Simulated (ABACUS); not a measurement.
The system is Ge.

```
CELL_PARAMETERS angstrom
-2.57449 2.57449 1.39741
2.57449 -2.57449 1.39741
2.57449 2.57449 -1.39741
ATOMIC_POSITIONS crystal
Ge 0.50000 0.50000 0.00000
Ge 0.25000 0.75000 0.50000
```

This isn't the form of Ge at room conditions, which is diamond.

- Program: ABACUS 3.10.1
- Task: relaxation of cell and atoms
- Functional: RPBE
- Potentials or basis: PseudoDojo NC SR 0.5 PBE standard
- Cutoff: 1075 eV
- Density cutoff: 4299 eV
- Basis: plane waves
- k mesh: 9 × 9 × 9
- Occupations: fermi-dirac, width 0.05 eV
- Spin: no spin polarisation

At the start: pressure 5.4 GPa; volume 18.52 Å³/atom.

Q: How do energy, volume and symmetry change on relaxing?

A: Over 8 steps the energy falls by 22.7 meV/atom and the volume is 19.95 Å³/atom (+7.7 %); space group I4_1/amd (No. 141, to 0.05 Å).

Step by step:
```csv
step,energy change (eV),largest force (eV/Å),pressure (GPa),volume (Å³)
1,0.0000,0.0000,5.43,37.05
2,-0.0153,0.0000,4.30,37.55
3,-0.0447,0.0000,0.35,39.66
4,-0.0450,0.0000,0.01,39.87
5,-0.0451,0.0000,-0.05,39.91
6,-0.0452,0.0000,-0.14,39.97
7,-0.0453,0.0000,-0.10,39.95
8,-0.0453,0.0000,-0.02,39.91
```

Final structure:
```yaml
crystal:
  lattice:
    - [-2.63126, 2.63126, 1.44105]
    - [2.63126, -2.63126, 1.44105]
    - [2.63126, 2.63126, -1.44105]
  atoms:
    - { symbol: Ge, position: [0.50000, 0.50000, 0.00000] }
    - { symbol: Ge, position: [0.25000, 0.75000, 0.50000] }
```

Caveat: the potentials were made for another functional, which shifts forces and pressure.
